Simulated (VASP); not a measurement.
# BaF2 (Fm-3m) in VASP: further runs

The runs below take BaF2 through relaxation of cell and atoms, single point, with PBEsol.

Everything below comes from runs of VASP 6.6.1. Logs are shortened: lines on timing, memory, paths and dates and some standing lists are left out, and cuts for length are marked.

### Step 1. The crystal as given

Symmetry: Fm-3m, No. 225, cubic system. Conventional cell: a = 6.226 Å, b = 6.226 Å, c = 6.226 Å, α = 90.00°, β = 90.00°, γ = 90.00°. Ba (site symmetry m-3m) is surrounded by 8 F at 2.70 Å. Around F (site symmetry -43m) lie 4 Ba at 2.70 Å.

The cell comes from a database or a generator and needn't be the stable form of this composition.

### Step 2. Relaxation of cell and atoms, PBEsol

File INCAR:

```
PREC = Accurate ; ENCUT = 600
EDIFF = 1E-7 ; ISMEAR = 0
SIGMA = 0.02 ; LREAL = False
LASPH = True ; NELM = 60
ALGO = Normal ; ISIF = 3
LWAVE = False ; LCHARG = False
GGA = PS ; IBRION = 2
NSW = 90 ; EDIFFG = -0.005
```

File KPOINTS:

```
regular mesh
0
Gamma
  2 2 2
```

File POSCAR:

```
BaF2
1.0
    0.0000000000      3.1128654100      3.1128654100
    3.1128654100      0.0000000000      3.1128654100
    3.1128654100      3.1128654100      0.0000000000
Ba F
1 2
Direct
    0.0000000000      0.0000000000      0.0000000000
    0.2500000000      0.2500000000      0.2500000000
    0.7500000000      0.7500000000      0.7500000000
```

Potentials or basis: VASP PAW PBE potentials, release 64 (Ba_sv, F).

Command:

```sh
cat potpaw_PBE.64/Ba_sv/POTCAR potpaw_PBE.64/F/POTCAR > POTCAR
mpirun -np 1 vasp_std > vasp.out
```

OUTCAR:

```text
PREC = Accurate
   ENCUT = 600
   EDIFF = 1E-7
   ISMEAR = 0
   LREAL = False
   LASPH = True
   NELM = 60
   ISIF = 3
   GGA = PS
   IBRION = 2
   NSW = 90
   EDIFFG = -0.005

 ion  position               nearest neighbor table
   1  0.000  0.000  0.000-   3 2.70   3 2.70   3 2.70   2 2.70   3 2.70   2 2.70   2 2.70   2 2.70

   2  0.250  0.250  0.250-   1 2.70   1 2.70   1 2.70   1 2.70
   3  0.750  0.750  0.750-   1 2.70   1 2.70   1 2.70   1 2.70

  LATTYP: Found a face centered cubic cell.
 ALAT       =     6.2257308200

  Lattice vectors:

 A1 = (   0.0000000000,   3.1128654100,   3.1128654100)
 A2 = (   3.1128654100,   0.0000000000,   3.1128654100)
 A3 = (   3.1128654100,   3.1128654100,   0.0000000000)

Analysis of symmetry for initial positions (statically):
=====================================================================
 Subroutine PRICEL returns:
 Original cell was already a primitive cell.

 Routine SETGRP: Setting up the symmetry group for a
 face centered cubic supercell.

 Subroutine GETGRP returns: Found 48 space group operations
 (whereof 48 operations were pure point group operations)
 out of a pool of 48 trial point group operations.

The static configuration has the point symmetry O_h .

Analysis of symmetry for dynamics (positions and initial velocities):
=====================================================================
 Subroutine PRICEL returns:
 Original cell was already a primitive cell.

 Routine SETGRP: Setting up the symmetry group for a
 face centered cubic supercell.

 Subroutine GETGRP returns: Found 48 space group operations
 (whereof 48 operations were pure point group operations)
 out of a pool of 48 trial point group operations.

The dynamic configuration has the point symmetry O_h .

 Subroutine INISYM returns: Found 48 space group operations
 (whereof 48 operations are pure point group operations),
 and found     1 'primitive' translations

----------------------------------------------------------------------------------------

                                     Primitive cell

  volume of cell :      60.3269

  direct lattice vectors                    reciprocal lattice vectors
     0.000000000  3.112865410  3.112865410    -0.160623713  0.160623713  0.160623713
     3.112865410  0.000000000  3.112865410     0.160623713 -0.160623713  0.160623713
     3.112865410  3.112865410  0.000000000     0.160623713  0.160623713 -0.160623713

  length of vectors
     4.402256481  4.402256481  4.402256481     0.278208432  0.278208432  0.278208432

  position of ions in fractional coordinates (direct lattice)
     0.000000000  0.000000000  0.000000000
     0.250000000  0.250000000  0.250000000
     0.750000000  0.750000000  0.750000000

  ion indices of the primitive-cell ions
   primitive index   ion index
                 1           1
                 2           2
                 3           3

----------------------------------------------------------------------------------------

 KPOINTS: regular mesh

Automatic generation of k-mesh.
 Grid dimensions read from file:
 generate k-points for:    2    2    2

 Generating k-lattice:

  Cartesian coordinates                     Fractional coordinates (reciprocal lattice)
    -0.080311856  0.080311856  0.080311856     0.500000000  0.000000000  0.000000000
     0.080311856 -0.080311856  0.080311856     0.000000000  0.500000000  0.000000000
     0.080311856  0.080311856 -0.080311856     0.000000000  0.000000000  0.500000000

  Length of vectors
     0.139104216  0.139104216  0.139104216

  Shift w.r.t. Gamma in fractional coordinates (k-lattice)
     0.000000000  0.000000000  0.000000000

 Subroutine IBZKPT returns following result:
 ===========================================

 Found      3 irreducible k-points:

 Following reciprocal coordinates:
            Coordinates               Weight
  0.000000  0.000000  0.000000      1.000000
  0.500000  0.000000  0.000000      4.000000
  0.500000  0.500000  0.000000      3.000000
   k-points           NKPTS =      3   k-points in BZ     NKDIM =      3   number of bands    NBANDS=     16
   number of dos      NEDOS =    301   number of ions     NIONS =      3
   total plane-waves  NPLWV =  46656
   dimension x,y,z NGX =    36 NGY =   36 NGZ =   36
   dimension x,y,z NGXF=    72 NGYF=   72 NGZF=   72
   ions per type =               1   2
   NGX,Y,Z   is equivalent  to a cutoff of  13.59, 13.59, 13.59 a.u.
   NGXF,Y,Z  is equivalent  to a cutoff of  27.19, 27.19, 27.19 a.u.
 SYSTEM =  unknown system
   PREC   = accura    normal or accurate (medium, high low for compatibility)
   ISTART =      0    job   : 0-new  1-cont  2-samecut
   ICHARG =      2    charge: 1-file 2-atom 10-const
   ISPIN  =      1    spin polarized calculation?
   LNONCOLLINEAR =      F non collinear calculations
   LSORBIT =      F    spin-orbit coupling
   LASPH  =      T    aspherical Exc in radial PAW
   ENCUT  =  600.0 eV  44.10 Ry    6.64 a.u.   8.79  8.79  8.79*2*pi/ulx,y,z
   NELM   =     60;   NELMIN=  2; NELMDL= -5     # of ELM steps
   EDIFF  = 0.1E-06   stopping-criterion for ELM
   LREAL  =      F    real-space projection
   EDIFFG = -.5E-02   stopping-criterion for IOM
   NSW    =     90    number of steps for IOM
   IBRION =      2    ionic relax: 0-MD 1-quasi-New 2-CG
   NFREE  =      1    steps in history (QN), initial steepest desc. (CG)
   ISIF   =      3    stress and relaxation
   ISYM   =      2    0-nonsym 1-usesym 2-fastsym
   POTIM  = 0.5000    time-step for ionic-motion
   TEBEG  =    0.0;   TEEND  =   0.0 temperature during run
   PSTRESS=    0.0 pullay stress
   NELECT =      24.0000    total number of electrons
   NUPDOWN=      -1.0000    fix difference up-down
   EMIN   =  10.00;   EMAX   =-10.00  energy-range for DOS
   EFERMI =   0.00;   METHOD = LEGACY
   ISMEAR =     0;   SIGMA  =   0.02  broadening in eV -4-tet -1-fermi 0-gaus
   EFERMI_NEDOS =   21; number of points for ismear=-14 and -15
   IALGO  =     38    algorithm
   IMIX   =      4    mixing-type and parameters
     AMIX     =   0.40;   BMIX     =  1.00
     AMIX_MAG =   1.60;   BMIX_MAG =  1.00
  volume/ion in A,a.u.               =      20.11       135.70
  Fermi-wavevector in a.u.,A,eV,Ry     =   1.204042  2.275309 19.724593  1.449717
  Thomas-Fermi vector in A             =   2.339778
   LORBIT       =      0    0 simple, 1 ext, 2 COOP (PROOUT), +10 PAW based schemes
   GGA     = PS    functional components
   LHFCALC =     F    Hartree Fock is set to
   AEXX    =    0.0000 exact exchange contribution
   IVDW    =     0    specifies the selected vdW correction
   LEPSILON=     F    determine dielectric tensor
   LRPA    =     F    only Hartree local field effects (RPA)
 conjugate gradient relaxation of ions
 non-spin polarized calculation
 Gauss-broadening in eV      SIGMA  =   0.02
  energy-cutoff  :      600.00
  volume of cell :       60.33
 maximum number of plane-waves:      2044
 NGX is ok and might be reduce to    36
   NGX = 17   NGY = 17   NGZ = 17

--------------------------------------- Ionic step        1  -------------------------------------------

 number of electron      24.0000009 magnetization

 Free energy of the ion-electron system (eV)
  ---------------------------------------------------
  ext. energy  EPLUGINS =         0.00000000
  ---------------------------------------------------
  free energy    TOTEN  =       -17.58468543 eV

  energy without entropy =      -17.58468543  energy(sigma->0) =      -17.58468543

------------------------ aborting loop because EDIFF is reached ----------------------------------------

  FORCE on cell =-STRESS in cart. coord.  units (eV):
  Direction    XX          YY          ZZ          XY          YZ          ZX
  --------------------------------------------------------------------------------------
  -------------------------------------------------------------------------------------
  Total       -0.3347914     -0.3347914     -0.3347914      0.0000000      0.0000000     -0.0000000
  in kB       -8.8914765     -8.8914765     -8.8914765      0.0000000      0.0000000     -0.0000000
  external PRESSURE =      -8.8914765 kB  Pullay stress =       0.0000000 kB

 VOLUME and BASIS-vectors are now :
 -----------------------------------------------------------------------------
  energy-cutoff  :      600.00
  volume of cell :       60.33
      direct lattice vectors                 reciprocal lattice vectors
     0.000000000  3.112865410  3.112865410    -0.160623713  0.160623713  0.160623713
     3.112865410  0.000000000  3.112865410     0.160623713 -0.160623713  0.160623713
     3.112865410  3.112865410  0.000000000     0.160623713  0.160623713 -0.160623713
[... 38 lines left out ...]
 POSITION                                       TOTAL-FORCE (eV/Angst)
 -----------------------------------------------------------------------------------
      3.09611      0.00000      3.09611         0.000000      0.000000      0.000000
      1.54805      1.54805      1.54805        -0.000000     -0.000000     -0.000000
      4.64416      4.64416      4.64416         0.000000      0.000000      0.000000
 -----------------------------------------------------------------------------------
    total drift:                                0.000000      0.000000      0.000000

  FREE ENERGIE OF THE ION-ELECTRON SYSTEM (eV)
  ---------------------------------------------------
  free  energy   TOTEN  =       -17.5872360225 eV

  energy  without entropy=      -17.5872360225  energy(sigma->0) =      -17.58723602

--------------------------------------- Ionic step        3  -------------------------------------------

 number of electron      24.0000001 magnetization

 Free energy of the ion-electron system (eV)
  ---------------------------------------------------
  ext. energy  EPLUGINS =         0.00000000
  ---------------------------------------------------
  free energy    TOTEN  =       -17.58724630 eV

  energy without entropy =      -17.58724630  energy(sigma->0) =      -17.58724630

 E-fermi :  -2.0723     XC(G=0):  -8.9168

 val. band max:       -2.2243604916   @ k =   0.0000   0.0000   0.0000
 cond. band min:       4.4754165365   @ k =   0.0000   0.0000   0.0000
 fundamental gap:      6.6997770281
 Fermi energy:        -2.0722955695

 k-point     1 :       0.0000    0.0000    0.0000
  band No.  band energies     occupation
      1     -25.2482      2.00000
      2     -20.9514      2.00000
      3     -20.9096      2.00000
      4     -10.0754      2.00000
      5     -10.0754      2.00000
      6     -10.0754      2.00000
[... 8 lines left out ...]
     15       6.9418      0.00000
     16       9.1809      0.00000
[... 58 lines left out ...]
 POSITION                                       TOTAL-FORCE (eV/Angst)
 -----------------------------------------------------------------------------------
      0.00000      0.00000      0.00000         0.000000      0.000000      0.000000
      1.54853      1.54853      1.54853        -0.000000     -0.000000     -0.000000
      4.64558      4.64558      4.64558         0.000000      0.000000      0.000000
 -----------------------------------------------------------------------------------
    total drift:                                0.000000      0.000000      0.000000

  FREE ENERGIE OF THE ION-ELECTRON SYSTEM (eV)
  ---------------------------------------------------
  free  energy   TOTEN  =       -17.5872463023 eV

  energy  without entropy=      -17.5872463023  energy(sigma->0) =      -17.58724630

 reached required accuracy - stopping structural energy minimisation
```

Run time: 20 s. Hardware: 1 thread of Intel Xeon Platinum 8488C (Sapphire Rapids), shared host; peak memory 0.2 GiB.

What came out:

```yaml
Free_energy: -17.5872 eV
Relaxed_volume: 19.80 Å³/atom
Relaxed_cell: a = 4.380 Å, b = 4.380 Å, c = 4.380 Å, α = 60.00°, β = 60.00°, γ = 60.00°
Space_group_after_relaxing_to_0.05_Å: Fm-3m (No. 225)
Energy_gained_by_relaxing: 0.9 meV/atom
Ionic_steps: 3
Pressure_after_relaxing: 0.0 GPa
Band_gap_on_the_k_mesh: 6.70 eV, direct
```

Step by step:
| step | energy change (eV) | largest force (eV/Å) | pressure (GPa) | volume (Å³) |
| --- | --- | --- | --- | --- |
| 1 | 0.0000 | 0.0000 | -0.89 | 60.33 |
| 2 | -0.0026 | 0.0000 | 0.05 | 59.36 |
| 3 | -0.0026 | 0.0000 | 0.00 | 59.41 |

Final structure:
```cif
data_structure
_symmetry_space_group_name_H-M 'P 1'
_symmetry_Int_Tables_number 1
_cell_length_a 4.3799
_cell_length_b 4.3799
_cell_length_c 4.3799
_cell_angle_alpha 60.000
_cell_angle_beta 60.000
_cell_angle_gamma 60.000
_cell_volume 59.41
loop_
_atom_site_label
_atom_site_type_symbol
_atom_site_fract_x
_atom_site_fract_y
_atom_site_fract_z
_atom_site_occupancy
Ba1 Ba 0.00000 0.00000 0.00000 1
F1 F 0.25000 0.25000 0.25000 1
F2 F 0.75000 0.75000 0.75000 1
```

Caveat: the k mesh is coarse (spacing up to 0.87 Å⁻¹), so the values aren't converged; the PAW data sets were made with another functional, which shifts forces and pressure a little; spin-orbit coupling is left out, which moves the levels of the heavy elements.

### Step 3. Single point, PBEsol

File INCAR:

```
SYSTEM = BaF2
ALGO = Normal
EDIFF = 1E-6
ENCUT = 520
GGA = PS
ISIF = 2
ISMEAR = 0
LASPH = .True.
LCHARG = .False.
LREAL = .False.
LWAVE = .False.
NBANDS = 19
NELM = 60
PREC = Accurate
SIGMA = 0.02
```

File KPOINTS:

```
k-points
0
Gamma
  6 6 6
  0 0 0
```

POSCAR is that of step 2.

Potentials or basis: VASP PAW PBE potentials, release 64 (Ba_sv, F).

Command:

```sh
cat potpaw_PBE.64/Ba_sv/POTCAR potpaw_PBE.64/F/POTCAR > POTCAR
mpirun -np 1 vasp_std > vasp.out
```

Run time: 19 s. Hardware: 1 thread of Intel Xeon Platinum 8488C (Sapphire Rapids), shared host; peak memory 0.2 GiB.

The run converged. Its results:

| Property | Result |
| --- | --- |
| Free energy | -17.6378 eV |
| Pressure | -1.4 GPa |
| Band gap on the k mesh | 6.59 eV, indirect (least direct gap 6.65 eV) |

Levels at points of the mesh, in eV from the valence-band top:
```csv
k point,band 8,band 9,band 10,band 11,band 12,band 13,band 14,band 15,band 16,band 17
"(0.00, 0.00, 0.00)",-1.48,-1.48,-0.06,-0.06,-0.06,6.59,9.07,9.07,11.24,11.24
"(0.50, 0.00, 0.00)",-1.07,-0.66,-0.34,-0.16,-0.16,8.94,9.08,9.08,9.65,11.44
"(0.50, 0.50, 0.00)",-0.34,-0.34,-0.33,-0.33,-0.11,7.16,8.85,10.57,11.81,11.81
```

Caveat: the PAW data sets were made with another functional, which shifts forces and pressure a little; spin-orbit coupling is left out, which moves the levels of the heavy elements.

### Step 4. Relaxation of cell and atoms, PBEsol

File INCAR:

```
PREC = Accurate ; ENCUT = 580
EDIFF = 1E-7 ; ISMEAR = 0
SIGMA = 0.02 ; LREAL = False
LASPH = True ; NELM = 60
ALGO = Normal ; ISIF = 3
LWAVE = False ; LCHARG = False
GGA = PS ; IBRION = 2
NSW = 90 ; EDIFFG = -0.005
```

File KPOINTS:

```
regular mesh
0
Gamma
  6 6 6
```

POSCAR is that of step 3.

Command:

```sh
cat potpaw_PBE.64/Ba_sv/POTCAR potpaw_PBE.64/F/POTCAR > POTCAR
mpirun -np 1 vasp_std > vasp.out
```

Run time: 41 s. Hardware: 1 thread of Intel Xeon Platinum 8488C (Sapphire Rapids), shared host; peak memory 0.21 GiB.

It converged, with:

* Free energy: -17.6465 eV
* Relaxed volume: 19.64 Å³/atom
* Relaxed cell: a = 4.368 Å, b = 4.368 Å, c = 4.368 Å, α = 60.00°, β = 60.00°, γ = 60.00°
* Space group after relaxing (to 0.05 Å): Fm-3m (No. 225)
* Energy gained by relaxing: 2.0 meV/atom
* Ionic steps: 3
* Pressure after relaxing: 0.0 GPa
* Band gap on the k mesh: 6.69 eV, indirect (least direct gap 6.76 eV)

The path:
```
step  energy change (eV)  largest force (eV/Å)  pressure (GPa)  volume (Å³)
   1              0.0000                0.0000           -1.35        60.33
   2             -0.0060                0.0000            0.06        58.86
   3             -0.0061                0.0000            0.00        58.92
```

Final structure:
```
Ba F
1.0
     0.00000    3.08847    3.08847
     3.08847    0.00000    3.08847
     3.08847    3.08847    0.00000
Ba F
1 2
Cartesian
  0.0000 0.0000 0.0000
  1.5442 1.5442 1.5442
  4.6327 4.6327 4.6327
```

Levels at points of the mesh, in eV from the valence-band top:
```tsv
k point	band 10	band 11	band 12	band 13	band 14	band 15
(0.00, 0.00, 0.00)	-0.07	-0.07	-0.07	6.69	9.16	9.16
(0.50, 0.00, 0.00)	-0.34	-0.16	-0.16	9.08	9.18	9.18
(0.50, 0.50, 0.00)	-0.31	-0.31	-0.13	7.21	8.97	10.72
```

Caveat: the PAW data sets were made with another functional, which shifts forces and pressure a little; spin-orbit coupling is left out, which moves the levels of the heavy elements. A hybrid or GW would open this gap; PBEsol tends to underestimate it.

### Step 5. The runs side by side

| task | cell | k mesh | cutoff (eV) | mesh quality | gap on the mesh (eV) | pressure (GPa) | relaxed volume (Å³/atom) |
| --- | --- | --- | --- | --- | --- | --- | --- |
| relaxation of cell and atoms | relaxed | 2 × 2 × 2 | 600 | coarse | 6.70 | 0.0 | 19.80 |
| single point | as given | 6 × 6 × 6 | 520 | not flagged | 6.59 | -1.4 | - |
| relaxation of cell and atoms | relaxed | 6 × 6 × 6 | 580 | not flagged | 6.69 | 0.0 | 19.64 |

Alike in all rows: level PBEsol; potentials or basis VASP PAW PBE potentials, release 64 (Ba_sv, F); no spin polarisation; smearing gaussian 0.02 eV.

Caveats: some runs use coarse meshes; the PAW data sets were made with another functional, which shifts forces and pressure a little; spin-orbit coupling is left out, which moves the levels of the heavy elements.

Absolute energies hang on the potentials; compare differences alone.
